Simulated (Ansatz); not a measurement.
# Ge: the cost of one run

Program: Ansatz 0.2.0. Level of theory: DFT PBE+D3(BJ), scalar-relativistic, plane waves, PAW. These are calculated values, not measurements.

7 further runs of the same task are left out: 1 that didn't finish, 6 set aside as unsound or not needed. Runs told in other sessions of the task aren't counted.

## (1) The starting structure

It takes space group P-1 (No. 2, triclinic). Conventional cell: a = 4.023 Å, b = 4.023 Å, c = 18.869 Å, α = 90.00°, β = 90.00°, γ = 120.00°. Around Ge (site symmetry 1) lie 3 Ge at 2.42 Å.

Structure file:

```
CELL_PARAMETERS angstrom
4.02269 0.00000 0.00000
-2.01134 3.48375 0.00000
0.00000 0.00000 18.86852
ATOMIC_POSITIONS crystal
Ge 0.33333 0.66667 0.27476
Ge 0.66667 0.33333 0.23849
Ge 0.00000 0.22222 0.51507
Ge 0.33333 0.88889 0.47880
```

This is the geometry of the first run shown, built on a cell relaxed beforehand with the same method.

## (2) Plan of the line

Atoms count from 1 in the order of the input.

The upper layer of a bilayer is slid over the lower one; relaxed at each slide: nothing; the origin of the map has Ge4 above Ge1; the distance between the facing planes is held at 3.85 Å.

The axes are (1) slide of the upper layer along the first cell vector, from Ge4 above Ge1: 9 values from 0.000 to 0.889, periodic; (2) slide of the upper layer along the second cell vector, from Ge4 above Ge1: 9 values from 0.000 to 0.889, periodic.

Nothing else is relaxed. Points are written as (first, second).

The two vectors of the plane (Å): (4.023, 0.000, 0.000); (-2.011, 3.484, 0.000).

## (3) The run at (0/9, 2/9) of the map's two axes

A dipole layer in the vacuum cancels the field that periodic copies would set up if the slab's two faces differ.

Input file input.yaml:

```yaml
crystal:
  lattice:
    - [4.0226895311, 0.0, 0.0]
    - [-2.0113447656, 3.4837513255, 0.0]
    - [0.0, 0.0, 18.8685220517]
  atoms:
    - { symbol: Ge, position: [0.3333333333, 0.6666666667, 0.2747571332] }
    - { symbol: Ge, position: [0.6666666667, 0.3333333333, 0.2384924472] }
    - { symbol: Ge, position: [0.0, 1.2222222222, 0.5150653573] }
    - { symbol: Ge, position: [0.3333333333, 0.8888888889, 0.4788006714] }
basis:
  ecutwfc: 420
kpoints:
  mp_grid: { grid: [9, 9, 1] }
hamiltonian:
  xc: pbe
  pseudopotentials: { kind: paw, azcp: { folder: soft_1 } }
  dispersion: d3bj
scf:
  occupations: { method: gaussian, width: 0.1 }
output:
  forces: true
  eigenvalues: true
efield:
  axis: 3
  dipole_correction: true
  ramp_width: 0.04
```

Run with:

```
$ ansatz run input.yaml --threads 1 --pin off --max-ram 3072MiB --backend cpu --events-out ev --progress --plain --runs-dir out
```

**Question.** How long does this run take on 1 thread of Arm Neoverse V1, shared host, and how much memory does it need?

About 27 s, with a peak of 0.54 GiB.
